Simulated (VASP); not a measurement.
# Al (Fm-3m) in VASP: a series of runs

Runs on Al. Level: PBEsol. Tasks: relaxation of cell and atoms.

Everything below comes from runs of VASP 6.6.1. Logs are shortened: lines on timing, memory, paths and dates and some standing lists are left out, and cuts for length are marked.

### 1 Starting point

Symmetry: Fm-3m, No. 225, cubic system. Conventional cell: a = 4.050 Å, b = 4.050 Å, c = 4.050 Å, α = 90.00°, β = 90.00°, γ = 90.00°. Around Al (site symmetry m-3m) lie 12 Al at 2.86 Å.

### 2 Relaxation of cell and atoms, PBEsol

Input file INCAR:

```
SYSTEM = Al
PREC = Accurate ; ENCUT = 520
EDIFF = 1E-7 ; ISMEAR = 0
SIGMA = 0.1 ; LREAL = .False.
LASPH = .True. ; NELM = 100
ALGO = Normal ; ISIF = 3
LWAVE = .False. ; LCHARG = .False.
GGA = PS ; IBRION = 2
NSW = 80 ; EDIFFG = -0.002
KPAR = 4
```

Input file KPOINTS:

```
Automatic mesh
0
Gamma
  18 18 18
  0 0 0
```

Input file POSCAR:

```
Al
1.0
    0.0000000000      2.0248050000      2.0248050000
    2.0248050000      0.0000000000      2.0248050000
    2.0248050000      2.0248050000      0.0000000000
Al
1
Direct
    0.0000000000      0.0000000000      0.0000000000
```

Potentials or basis: VASP PAW PBE potentials, release 64 (Al).

The run is started by

```
cat potpaw_PBE.64/Al/POTCAR > POTCAR
mpirun -np 4 vasp_std > vasp.out
```

OUTCAR:

```text
SYSTEM = Al
   PREC = Accurate
   ENCUT = 520
   EDIFF = 1E-7
   ISMEAR = 0
   LREAL = .False.
   LASPH = .True.
   NELM = 100
   ISIF = 3
   GGA = PS
   IBRION = 2
   NSW = 80
   EDIFFG = -0.002

 ion  position               nearest neighbor table
   1  0.000  0.000  0.000-

  LATTYP: Found a face centered cubic cell.
 ALAT       =     4.0496100000

  Lattice vectors:

 A1 = (   0.0000000000,   2.0248050000,   2.0248050000)
 A2 = (   2.0248050000,   0.0000000000,   2.0248050000)
 A3 = (   2.0248050000,   2.0248050000,   0.0000000000)

Analysis of symmetry for initial positions (statically):
=====================================================================
 Subroutine PRICEL returns:
 Original cell was already a primitive cell.

 Routine SETGRP: Setting up the symmetry group for a
 face centered cubic supercell.

 Subroutine GETGRP returns: Found 48 space group operations
 (whereof 48 operations were pure point group operations)
 out of a pool of 48 trial point group operations.

The static configuration has the point symmetry O_h .

Analysis of symmetry for dynamics (positions and initial velocities):
=====================================================================
 Subroutine PRICEL returns:
 Original cell was already a primitive cell.

 Routine SETGRP: Setting up the symmetry group for a
 face centered cubic supercell.

 Subroutine GETGRP returns: Found 48 space group operations
 (whereof 48 operations were pure point group operations)
 out of a pool of 48 trial point group operations.

The dynamic configuration has the point symmetry O_h .

 Subroutine INISYM returns: Found 48 space group operations
 (whereof 48 operations are pure point group operations),
 and found     1 'primitive' translations

----------------------------------------------------------------------------------------

                                     Primitive cell

  volume of cell :      16.6027

  direct lattice vectors                    reciprocal lattice vectors
     0.000000000  2.024805000  2.024805000    -0.246937359  0.246937359  0.246937359
     2.024805000  0.000000000  2.024805000     0.246937359 -0.246937359  0.246937359
     2.024805000  2.024805000  0.000000000     0.246937359  0.246937359 -0.246937359

  length of vectors
     2.863506692  2.863506692  2.863506692     0.427708053  0.427708053  0.427708053

  position of ions in fractional coordinates (direct lattice)
     0.000000000  0.000000000  0.000000000

  ion indices of the primitive-cell ions
   primitive index   ion index
                 1           1

----------------------------------------------------------------------------------------

 KPOINTS: Automatic mesh

Automatic generation of k-mesh.
 Grid dimensions read from file:
 generate k-points for:   18   18   18

 Generating k-lattice:

  Cartesian coordinates                     Fractional coordinates (reciprocal lattice)
    -0.013718742  0.013718742  0.013718742     0.055555556  0.000000000  0.000000000
     0.013718742 -0.013718742  0.013718742     0.000000000  0.055555556  0.000000000
     0.013718742  0.013718742 -0.013718742     0.000000000  0.000000000  0.055555556

  Length of vectors
     0.023761558  0.023761558  0.023761558

  Shift w.r.t. Gamma in fractional coordinates (k-lattice)
     0.000000000  0.000000000  0.000000000

 Subroutine IBZKPT returns following result:
 ===========================================

 Found    195 irreducible k-points:

 Following reciprocal coordinates:
            Coordinates               Weight
  0.000000  0.000000  0.000000      1.000000
  0.055556  0.000000  0.000000      8.000000
  0.111111  0.000000  0.000000      8.000000
  0.166667  0.000000  0.000000      8.000000
  0.222222  0.000000  0.000000      8.000000
  0.277778  0.000000  0.000000      8.000000
[... 16 lines left out ...]
 -0.277778  0.055556  0.000000     24.000000
 -0.222222  0.055556  0.000000     24.000000
 [... further k-points ...]
   k-points           NKPTS =    195   k-points in BZ     NKDIM =    195   number of bands    NBANDS=      5
   number of dos      NEDOS =    301   number of ions     NIONS =      1
   total plane-waves  NPLWV =  13824
   dimension x,y,z NGX =    24 NGY =   24 NGZ =   24
   dimension x,y,z NGXF=    48 NGYF=   48 NGZF=   48
   ions per type =               1
   NGX,Y,Z   is equivalent  to a cutoff of  13.93, 13.93, 13.93 a.u.
   NGXF,Y,Z  is equivalent  to a cutoff of  27.87, 27.87, 27.87 a.u.
 SYSTEM =  Al
   PREC   = accura    normal or accurate (medium, high low for compatibility)
   ISTART =      0    job   : 0-new  1-cont  2-samecut
   ICHARG =      2    charge: 1-file 2-atom 10-const
   ISPIN  =      1    spin polarized calculation?
   LNONCOLLINEAR =      F non collinear calculations
   LSORBIT =      F    spin-orbit coupling
   LASPH  =      T    aspherical Exc in radial PAW
   ENCUT  =  520.0 eV  38.22 Ry    6.18 a.u.   5.32  5.32  5.32*2*pi/ulx,y,z
   NELM   =    100;   NELMIN=  2; NELMDL= -5     # of ELM steps
   EDIFF  = 0.1E-06   stopping-criterion for ELM
   LREAL  =      F    real-space projection
   EDIFFG = -.2E-02   stopping-criterion for IOM
   NSW    =     80    number of steps for IOM
   IBRION =      2    ionic relax: 0-MD 1-quasi-New 2-CG
   NFREE  =      1    steps in history (QN), initial steepest desc. (CG)
   ISIF   =      3    stress and relaxation
   ISYM   =      2    0-nonsym 1-usesym 2-fastsym
   POTIM  = 0.5000    time-step for ionic-motion
   TEBEG  =    0.0;   TEEND  =   0.0 temperature during run
   PSTRESS=    0.0 pullay stress
   NELECT =       3.0000    total number of electrons
   NUPDOWN=      -1.0000    fix difference up-down
   EMIN   =  10.00;   EMAX   =-10.00  energy-range for DOS
   EFERMI =   0.00;   METHOD = LEGACY
   ISMEAR =     0;   SIGMA  =   0.10  broadening in eV -4-tet -1-fermi 0-gaus
   EFERMI_NEDOS =   21; number of points for ismear=-14 and -15
   IALGO  =     38    algorithm
   IMIX   =      4    mixing-type and parameters
     AMIX     =   0.40;   BMIX     =  1.00
     AMIX_MAG =   1.60;   BMIX_MAG =  1.00
  volume/ion in A,a.u.               =      16.60       112.04
  Fermi-wavevector in a.u.,A,eV,Ry     =   0.925526  1.748991 11.654733  0.856599
  Thomas-Fermi vector in A             =   2.051390
   LORBIT       =      0    0 simple, 1 ext, 2 COOP (PROOUT), +10 PAW based schemes
   GGA     = PS    functional components
   LHFCALC =     F    Hartree Fock is set to
   AEXX    =    0.0000 exact exchange contribution
   IVDW    =     0    specifies the selected vdW correction
   LEPSILON=     F    determine dielectric tensor
   LRPA    =     F    only Hartree local field effects (RPA)
 conjugate gradient relaxation of ions
 non-spin polarized calculation
 Gauss-broadening in eV      SIGMA  =   0.10
  energy-cutoff  :      520.00
  volume of cell :       16.60
 maximum number of plane-waves:       459
 NGX is ok and might be reduce to    24
   NGX = 11   NGY = 11   NGZ = 11

--------------------------------------- Ionic step        1  -------------------------------------------

 number of electron       3.0000000 magnetization

 Free energy of the ion-electron system (eV)
  ---------------------------------------------------
  ext. energy  EPLUGINS =         0.00000000
  ---------------------------------------------------
  free energy    TOTEN  =        -4.08820817 eV

  energy without entropy =       -4.08533385  energy(sigma->0) =       -4.08677101

------------------------ aborting loop because EDIFF is reached ----------------------------------------

  FORCE on cell =-STRESS in cart. coord.  units (eV):
  Direction    XX          YY          ZZ          XY          YZ          ZX
  --------------------------------------------------------------------------------------
  -------------------------------------------------------------------------------------
  Total       -0.1975443     -0.1975443     -0.1975443      0.0000000     -0.0000000     -0.0000000
  in kB      -19.0631813    -19.0631813    -19.0631813      0.0000000     -0.0000000     -0.0000000
  external PRESSURE =     -19.0631813 kB  Pullay stress =       0.0000000 kB
[... 55 lines left out ...]
  energy  without entropy=       -4.0876553593  energy(sigma->0) =       -4.08914960

--------------------------------------- Ionic step        3  -------------------------------------------

 number of electron       3.0000000 magnetization

 Free energy of the ion-electron system (eV)
  ---------------------------------------------------
  ext. energy  EPLUGINS =         0.00000000
  ---------------------------------------------------
  free energy    TOTEN  =        -4.09070130 eV

  energy without entropy =       -4.08771396  energy(sigma->0) =       -4.08920763

 E-fermi :   8.1372     XC(G=0): -10.3254

 val. band max:        8.1230869268   @ k =  -0.2778   0.2778   0.0556
 cond. band min:       8.1459657097   @ k =  -0.4444   0.3333   0.1111
 fundamental gap:      0.0228787828
 Fermi energy:         8.1371817020

 k-point     1 :       0.0000    0.0000    0.0000
  band No.  band energies     occupation
      1      -3.1134      2.00000
      2      20.8457      0.00000
      3      20.8457      0.00000
      4      20.8457      0.00000
      5      22.4801      0.00000

 k-point     2 :       0.0556    0.0000    0.0000
  band No.  band energies     occupation
      1      -3.0285      2.00000
      2      19.3443      0.00000
      3      20.5518      0.00000
      4      20.5518      0.00000
      5      22.9071      0.00000
[... 169 lines left out ...]
 k-point    24 :      -0.2222    0.0556    0.0000
  band No.  band energies     occupation
      1      -1.4525      2.00000
      2      12.0232      0.00000
      3      17.5335      0.00000
      4      20.4112      0.00000
      5      22.1694      0.00000

 [... further k-points ...]

------------------------ aborting loop because EDIFF is reached ----------------------------------------

  FORCE on cell =-STRESS in cart. coord.  units (eV):
  Direction    XX          YY          ZZ          XY          YZ          ZX
  --------------------------------------------------------------------------------------
  -------------------------------------------------------------------------------------
  Total        0.0002522      0.0002522      0.0002522     -0.0000000     -0.0000000      0.0000000
  in kB        0.0249577      0.0249577      0.0249577     -0.0000000     -0.0000000      0.0000000
  external PRESSURE =       0.0249577 kB  Pullay stress =       0.0000000 kB
[... 16 lines left out ...]
  FREE ENERGIE OF THE ION-ELECTRON SYSTEM (eV)
  ---------------------------------------------------
  free  energy   TOTEN  =        -4.0907012984 eV

  energy  without entropy=       -4.0877139583  energy(sigma->0) =       -4.08920763

 reached required accuracy - stopping structural energy minimisation
```

Wall time 4.3 s (4 MPI ranks of AMD EPYC 9R45 (Zen 5), shared host); peak memory 0.12 GiB.

Results:

- Free energy: -4.0907 eV
- Relaxed volume: 16.19 Å³/atom
- Relaxed cell: a = 2.840 Å, b = 2.840 Å, c = 2.840 Å, α = 60.00°, β = 60.00°, γ = 60.00°
- Space group after relaxing (to 0.05 Å): Fm-3m (No. 225)
- Energy gained by relaxing: 2.5 meV/atom
- Ionic steps: 3
- Pressure after relaxing: 0.0 GPa
- Band gap on the k mesh: none (metal or under the smearing width)

Step by step:
```csv
step,energy change (eV),largest force (eV/Å),pressure (GPa),volume (Å³)
1,0.0000,0.0000,-1.91,16.60
2,-0.0024,0.0000,0.31,16.13
3,-0.0025,0.0000,0.00,16.19
```

Final structure:
```cif
data_structure
_symmetry_space_group_name_H-M 'P 1'
_symmetry_Int_Tables_number 1
_cell_length_a 2.8398
_cell_length_b 2.8398
_cell_length_c 2.8398
_cell_angle_alpha 60.000
_cell_angle_beta 60.000
_cell_angle_gamma 60.000
_cell_volume 16.19
loop_
_atom_site_label
_atom_site_type_symbol
_atom_site_fract_x
_atom_site_fract_y
_atom_site_fract_z
_atom_site_occupancy
Al1 Al 0.00000 0.00000 0.00000 1
```

Caveat: the PAW data sets were made with another functional, which shifts forces and pressure a little.

### 3 Relaxation of cell and atoms, PBEsol

This run uses another cell than the first one, of 16.19 Å³/atom, 0.975 times its volume.

INCAR is that of step 2.

KPOINTS is that of step 2.

Input file POSCAR:

```
Al                                      
1.0
    0.0000000000      2.0080141416      2.0080141416
    2.0080141416      0.0000000000      2.0080141416
    2.0080141416      2.0080141416      0.0000000000
  Al            
     1
Direct
     0.0000000000000000    0.0000000000000000    0.0000000000000000
```

Potentials or basis: VASP PAW PBE potentials, release 64 (Al).

The run is started by

```
cat potpaw_PBE.64/Al/POTCAR > POTCAR
mpirun -np 4 vasp_std > vasp.out
```

OUTCAR:

```text
SYSTEM = Al
   PREC = Accurate
   ENCUT = 520
   EDIFF = 1E-7
   ISMEAR = 0
   LREAL = .False.
   LASPH = .True.
   NELM = 100
   ISIF = 3
   GGA = PS
   IBRION = 2
   NSW = 80
   EDIFFG = -0.002

 ion  position               nearest neighbor table
   1  0.000  0.000  0.000-

  LATTYP: Found a face centered cubic cell.
 ALAT       =     4.0160282832

  Lattice vectors:

 A1 = (   0.0000000000,   2.0080141416,   2.0080141416)
 A2 = (   2.0080141416,   0.0000000000,   2.0080141416)
 A3 = (   2.0080141416,   2.0080141416,   0.0000000000)

Analysis of symmetry for initial positions (statically):
=====================================================================
 Subroutine PRICEL returns:
 Original cell was already a primitive cell.

 Routine SETGRP: Setting up the symmetry group for a
 face centered cubic supercell.

 Subroutine GETGRP returns: Found 48 space group operations
 (whereof 48 operations were pure point group operations)
 out of a pool of 48 trial point group operations.

The static configuration has the point symmetry O_h .

Analysis of symmetry for dynamics (positions and initial velocities):
=====================================================================
 Subroutine PRICEL returns:
 Original cell was already a primitive cell.

 Routine SETGRP: Setting up the symmetry group for a
 face centered cubic supercell.

 Subroutine GETGRP returns: Found 48 space group operations
 (whereof 48 operations were pure point group operations)
 out of a pool of 48 trial point group operations.

The dynamic configuration has the point symmetry O_h .

 Subroutine INISYM returns: Found 48 space group operations
 (whereof 48 operations are pure point group operations),
 and found     1 'primitive' translations

----------------------------------------------------------------------------------------

                                     Primitive cell

[... 108 lines left out ...]
     AMIX_MAG =   1.60;   BMIX_MAG =  1.00
  volume/ion in A,a.u.               =      16.19       109.28
  Fermi-wavevector in a.u.,A,eV,Ry     =   0.933265  1.763616 11.850460  0.870984
  Thomas-Fermi vector in A             =   2.059949
   LORBIT       =      0    0 simple, 1 ext, 2 COOP (PROOUT), +10 PAW based schemes
   GGA     = PS    functional components
   LHFCALC =     F    Hartree Fock is set to
   AEXX    =    0.0000 exact exchange contribution
   IVDW    =     0    specifies the selected vdW correction
   LEPSILON=     F    determine dielectric tensor
   LRPA    =     F    only Hartree local field effects (RPA)
 conjugate gradient relaxation of ions
 non-spin polarized calculation
 Gauss-broadening in eV      SIGMA  =   0.10
  energy-cutoff  :      520.00
  volume of cell :       16.19
 maximum number of plane-waves:       448
 NGX is ok and might be reduce to    24
   NGX = 11   NGY = 11   NGZ = 11

 number of electron       3.0000000 magnetization

 Free energy of the ion-electron system (eV)
  ---------------------------------------------------
  ext. energy  EPLUGINS =         0.00000000
  ---------------------------------------------------
  free energy    TOTEN  =        -4.09067964 eV

  energy without entropy =       -4.08769231  energy(sigma->0) =       -4.08918598

 E-fermi :   8.1372     XC(G=0): -10.3254

 val. band max:        8.1230970818   @ k =  -0.2778   0.2778   0.0556
 cond. band min:       8.1459733660   @ k =  -0.4444   0.3333   0.1111
 fundamental gap:      0.0228762842
 Fermi energy:         8.1371898371

 k-point     1 :       0.0000    0.0000    0.0000
  band No.  band energies     occupation
      1      -3.1134      2.00000
      2      20.8458      0.00000
      3      20.8458      0.00000
      4      20.8458      0.00000
      5      22.4801      0.00000
[... 177 lines left out ...]
 k-point    24 :      -0.2222    0.0556    0.0000
  band No.  band energies     occupation
      1      -1.4525      2.00000
      2      12.0232      0.00000
      3      17.5335      0.00000
      4      20.4112      0.00000
      5      22.1694      0.00000

 [... further k-points ...]

------------------------ aborting loop because EDIFF is reached ----------------------------------------

  FORCE on cell =-STRESS in cart. coord.  units (eV):
  Direction    XX          YY          ZZ          XY          YZ          ZX
  --------------------------------------------------------------------------------------
  -------------------------------------------------------------------------------------
  Total        0.0002212      0.0002212      0.0002212      0.0000000     -0.0000000      0.0000000
  in kB        0.0218823      0.0218823      0.0218823      0.0000000     -0.0000000      0.0000000
  external PRESSURE =       0.0218823 kB  Pullay stress =       0.0000000 kB

 VOLUME and BASIS-vectors are now :
 -----------------------------------------------------------------------------
  energy-cutoff  :      520.00
  volume of cell :       16.19
      direct lattice vectors                 reciprocal lattice vectors
     0.000000000  2.008014142  2.008014142    -0.249002230  0.249002230  0.249002230
     2.008014142  0.000000000  2.008014142     0.249002230 -0.249002230  0.249002230
     2.008014142  2.008014142  0.000000000     0.249002230  0.249002230 -0.249002230

 POSITION                                       TOTAL-FORCE (eV/Angst)
 -----------------------------------------------------------------------------------
      0.00000      0.00000      0.00000         0.000000      0.000000      0.000000
 -----------------------------------------------------------------------------------
    total drift:                                0.000000     -0.000000     -0.000000

  FREE ENERGIE OF THE ION-ELECTRON SYSTEM (eV)
  ---------------------------------------------------
  free  energy   TOTEN  =        -4.0906796433 eV

  energy  without entropy=       -4.0876923114  energy(sigma->0) =       -4.08918598

 reached required accuracy - stopping structural energy minimisation
```

OSZICAR:

```text
N       E                     dE             d eps       ncg     rms          rms(c)
DAV:   1    -0.197770886997E+01   -0.19777E+01   -0.85943E+02  2045   0.326E+02
DAV:   2    -0.410211901175E+01   -0.21244E+01   -0.19136E+01  2575   0.306E+01
DAV:   3    -0.411940618431E+01   -0.17287E-01   -0.17252E-01  2505   0.342E+00
DAV:   4    -0.411946819779E+01   -0.62013E-04   -0.62009E-04  2665   0.194E-01
DAV:   5    -0.411946857784E+01   -0.38005E-06   -0.38052E-06  2615   0.124E-02    0.143E+00
DAV:   6    -0.410229435801E+01    0.17174E-01   -0.21079E-03  2335   0.307E-01    0.811E-01
DAV:   7    -0.409069489700E+01    0.11599E-01   -0.57809E-03  2290   0.490E-01    0.171E-01
DAV:   8    -0.409068072380E+01    0.14173E-04   -0.31291E-05  2490   0.582E-02    0.113E-02
DAV:   9    -0.409067993377E+01    0.79004E-06   -0.54559E-07  2610   0.535E-03    0.152E-03
DAV:  10    -0.409067967619E+01    0.25757E-06   -0.44686E-09  1815   0.685E-04    0.141E-03
DAV:  11    -0.409067964331E+01    0.32877E-07   -0.31732E-10  1230   0.166E-04
   1 F= -.40906796E+01 E0= -.40891860E+01  d E =-.409068E+01
```

It took 2.3 s on 4 MPI ranks of AMD EPYC 9R45 (Zen 5), shared host; peak memory 0.11 GiB.

What came out:

| Quantity | Value |
| --- | --- |
| Free energy | -4.0907 eV |
| Pressure after relaxing | 0.0 GPa |
| Band gap on the k mesh | none (metal or under the smearing width) |

Final structure:
```xyz
1
Lattice="0.0000 2.0080 2.0080 2.0080 0.0000 2.0080 2.0080 2.0080 0.0000" Properties=species:S:1:pos:R:3 pbc="T T T"
Al    0.0000    0.0000    0.0000
```

Caveat: the relaxation stopped at its first step, so nothing moved; the PAW data sets were made with another functional, which shifts forces and pressure a little.
